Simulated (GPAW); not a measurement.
The system is BaO.

```
Ba O
1.0
     0.00000    2.76150    2.76150
     2.76150    0.00000    2.76150
     2.76150    2.76150    0.00000
Ba O
1 1
Direct
  0.00000 0.00000 0.00000
  0.50000 0.50000 0.50000
```

The cell was built by a generator and isn't the measured one.

Program: GPAW 26.7.0. Alike in all runs: no spin polarisation; cell as given; k mesh 8 × 8 × 8; cutoff (eV) 600; smearing fermi-dirac 0.05 eV.

Task: Order these runs on this cell by their band gap on the k mesh, lowest first.
A. level TB-mBJ; potentials or basis GPAW PAW data sets for LDA (gpaw-data 1.2.1), pw
B. level GLLB-SC; potentials or basis the program's PAW data sets (release 1.2.1) made for this functional, pw; band path GXWKGLUWLK,UX; band points 80
C. level PBE; potentials or basis GPAW PAW data sets (gpaw-data 1.2.1), pw; band path GXWKGLUWLK,UX; band points 60

Result: C (1.97 eV), A (3.31 eV), B (4.55 eV).

Caveats: spin-orbit coupling is left out, which moves the levels of the heavy elements; a model potential gives levels but no total energy (some runs); the GLLB-SC gap is the Kohn-Sham gap of the path plus the derivative discontinuity (some runs).

A k mesh can miss the band edges.
